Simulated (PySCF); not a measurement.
Published values to compare with (the computed states carry no symmetry labels, so the two lists aren't matched line by line):

| state | E (eV) | f | kind of transition | source |
| --- | --- | --- | --- | --- |
| 3A2(π→π*) | 3.72 |  | vertical absorption | [1] |
| 3B2(π→π*) | 4.16 |  | vertical absorption | [1] |
| 1A2(π→π*) | 5.64 |  | vertical absorption | [1] |
| 1B2(π→π*) | 6.49 |  | vertical absorption | [1] |
| 1B2(π→π*) | 7.64 |  | vertical absorption | [1] |
| 1A2(π→π*) | 7.71 |  | vertical absorption | [1] |

[1] computed, CC3/TZVP, gas; arXiv:2401.06101 (2024), CC3 reference column of Thiel's set

Compound: norbornadiene, C7H8.
SMILES with atom numbers: `[CH:1]1=[CH:2][C@@H:3]2[CH:4]=[CH:5][C@H:6]1[CH2:7]2` (hydrogens: H8 on C1; H9 on C2; H10 on C3; H11 on C4; H12 on C5; H13 on C6; H14, H15 on C7)

Cartesian coordinates in Å at the PBE0-D3(BJ)/def2-SVP level; atoms count from 1:
```
atom  x, y, z in Å
C1     1.3197    0.5338   -0.4644
C2     1.2246   -0.7978   -0.4021
C3    -0.1116   -1.1199    0.2807
C4    -1.2302   -0.6342   -0.6512
C5    -1.1350    0.6974   -0.7136
C6     0.0473    1.1042    0.1764
C7    -0.1368    0.0496    1.2948
H8     2.1052    1.1307   -0.9294
H9     1.9145   -1.5404   -0.8046
H10   -0.2192   -2.1399    0.6715
H11   -1.9176   -1.2852   -1.1927
H12   -1.7267    1.3860   -1.3179
H13    0.0879    2.1611    0.4698
H14   -1.0965    0.1431    1.8253
H15    0.7007    0.0233    2.0084
```

Method: TDDFT CAM-B3LYP/def2-SVPD, vertical, gas phase, core orbitals frozen in the response in PySCF.

Computed singlets: 5.21 eV (f 0.000); 6.09 eV (f 0.027); 6.53 eV (f 0.017); 7.08 eV (f 0.182); 7.08 eV (f 0.038); 7.20 eV (f 0.000); 7.44 eV (f 0.000); 7.54 eV (f 0.001); 7.61 eV (f 0.020); 7.71 eV (f 0.007). Computed triplets (Tamm–Dancoff): 3.53, 4.02, 6.01, 6.47 eV.

Task: How does the lowest computed singlet compare with the best estimate listed for the lowest singlet (vertical absorption)?

Result: 5.21 eV against 5.64 eV for 1A2(π→π*) [1]: a difference of -0.43 eV. Geometry and basis of the two calculations needn't be the same.

Task: How does the lowest computed triplet compare with the best estimate listed for the lowest triplet (vertical absorption)?

Result: 3.53 eV against 3.72 eV for 3A2(π→π*) [1]: a difference of -0.19 eV. Geometry and basis of the two calculations needn't be the same.

All these states lie below the vertical ionisation energy of 8.60 eV (ΔSCF).
